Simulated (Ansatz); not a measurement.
# SiC16: the cost of one run

Computed with Ansatz 0.2.0 (DFT PBE+D3(BJ), scalar-relativistic, plane waves, PAW, unless a step's input says otherwise).

1 further run of the same task is left out (set aside as unsound or not needed). Runs told in other sessions of the task aren't counted.

## 1. Starting point

Symmetry: P1, No. 1, triclinic system. The conventional cell has a = 4.422 Å, b = 4.930 Å, c = 22.694 Å, α = 90.00°, β = 90.00°, γ = 90.00°. C (site symmetry 1) is surrounded by 2 C at 1.42 Å. C (site symmetry 1) is surrounded by 3 C at 1.42 Å. C (site symmetry 1) has 3 C at 1.42 to 1.44 Å in its first shell of neighbours. Only part of the 17 independent sites is listed.

As a file:

```
C Si
1.0
     4.92987    0.00000    0.00000
     0.00000    4.42243    0.00000
     0.00000    0.00000   22.69373
C Si
16 1
Direct
  0.25000 0.41553 0.17626
  0.75000 0.41553 0.17626
  0.00000 0.51956 0.20018
  0.50000 0.51956 0.20018
  0.00000 0.72722 0.24809
  0.50000 0.72722 0.24809
  0.25000 0.83125 0.27201
  0.75000 0.83125 0.27201
  0.25000 0.04421 0.31987
  0.75000 0.04421 0.31987
  0.00000 0.15008 0.34260
  0.50000 0.15008 0.34260
  0.00000 0.37798 0.39006
  0.50000 0.37798 0.39006
  0.25000 0.47642 0.40953
  0.75000 0.47642 0.40953
  0.33333 0.47642 0.51969
```

This is the geometry of the first run shown, built on a cell relaxed beforehand with the same method.

## 2. Plan of the line

Atoms count from 1 in the order of the input.

Si is moved over the surface cell at a fixed height above a rigid substrate; the origin of the map has the adsorbate above C15; the height is held at 2.50 Å.

- position of Si17 along the first surface vector, from above C15: 6 values from 0.000 to 0.833, periodic
- position of Si17 along the second surface vector, from above C15: 6 values from 0.000 to 0.833, periodic

Nothing else is relaxed. Points are written as (first, second).

The two vectors of the plane (Å): (2.465, 0.000, 0.000); (0.000, 4.422, 0.000).

## 3. The run at (1/6, 0/6) of the map's two axes

A dipole layer in the vacuum cancels the field that periodic copies would set up if the slab's two faces differ.

File input.yaml:

```yaml
crystal:
  lattice:
    - [4.9298676348, 0.0, 0.0]
    - [0.0, 4.4224271207, 0.0]
    - [0.0, 0.0, 22.6937313581]
  atoms:
    - { symbol: C, position: [0.25, 0.4155274479, 0.1762601283] }
    - { symbol: C, position: [0.75, 0.4155274479, 0.1762601283] }
    - { symbol: C, position: [0.0, 0.5195584896, 0.2001805573] }
    - { symbol: C, position: [0.5, 0.5195584896, 0.2001805573] }
    - { symbol: C, position: [0.0, 0.7272227604, 0.2480854171] }
    - { symbol: C, position: [0.5, 0.7272227604, 0.2480854171] }
    - { symbol: C, position: [0.25, 0.8312538021, 0.2720058461] }
    - { symbol: C, position: [0.75, 0.8312538021, 0.2720058461] }
    - { symbol: C, position: [0.25, 0.0442062586, 0.3198735144] }
    - { symbol: C, position: [0.75, 0.0442062586, 0.3198735144] }
    - { symbol: C, position: [0.0, 0.1500827603, 0.3425973154] }
    - { symbol: C, position: [0.5, 0.1500827603, 0.3425973154] }
    - { symbol: C, position: [0.0, 0.3779814405, 0.3900562972] }
    - { symbol: C, position: [0.5, 0.3779814405, 0.3900562972] }
    - { symbol: C, position: [0.25, 0.4764233498, 0.4095285703] }
    - { symbol: C, position: [0.75, 0.4764233498, 0.4095285703] }
    - { symbol: Si, position: [0.3333333333, 0.4764233498, 0.5196911505], spin: 2.0 }
basis:
  ecutwfc: 420
kpoints:
  mp_grid: { grid: [6, 6, 1] }
hamiltonian:
  xc: pbe
  pseudopotentials: { kind: paw, azcp: { folder: soft_1 } }
  dispersion: d3bj
scf:
  occupations: { method: gaussian, width: 0.05 }
output:
  forces: true
  eigenvalues: true
  populations: true
magnetization:
  spin_polarized: true
efield:
  axis: 3
  dipole_correction: true
  ramp_width: 0.04
```

Started as:

```
> ansatz run input.yaml --threads 2 --pin off --max-ram 6144MiB --backend cpu --events-out ev --progress --plain --runs-dir out
```

What time and memory should one allow on 2 threads of Arm Neoverse V1, shared host?

About 2.7 min, with a peak of 1.1 GiB.
